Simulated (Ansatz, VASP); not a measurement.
# Al2Zn3O: VASP beside Ansatz

```
Al Zn O
1.0
     4.95136    0.00000    0.00000
    -2.47568    4.28801    0.00000
     0.00000    0.00000    4.55900
Al Zn O
2 3 1
Direct
  0.33333 0.66667 0.00000
  0.66667 0.33333 0.00000
  0.50000 0.00000 0.50000
  0.50000 0.50000 0.50000
  0.00000 0.50000 0.50000
  0.00000 0.00000 0.00000
```

Change from the starting cell: species swapped into the SmAl3Pd2 type (P6/mmm, No. 191).

Alike in both runs: task relaxation of cell and atoms; functional PBE; k mesh 12 × 12 × 8; occupations gaussian, width 0.1 eV; no spin polarisation.

```csv
,VASP,Ansatz
version,VASP 6.6.1,Ansatz 0.2.0
potentials or method,"VASP PAW PBE potentials, release 64 (Al, Zn, O)","scalar-relativistic, plane waves, PAW"
plane-wave cutoff (eV),600,420
valence electrons in the cell,48,48
```

VASP gave:

* gap on the k mesh at the Fermi level, each at its own relaxed structure (eV): none
* relaxed volume (Å³/atom): 16.18
* relaxed cell length with the largest relative difference (Å): 4.942

Problem. Estimate Ansatz's values.

Solution. gap on the k mesh at the Fermi level, each at its own relaxed structure (eV): none; relaxed volume (Å³/atom): 16.17; relaxed cell length with the largest relative difference (Å): 4.938.

A gap of «none» marks a metal or a gap that the smearing closes.
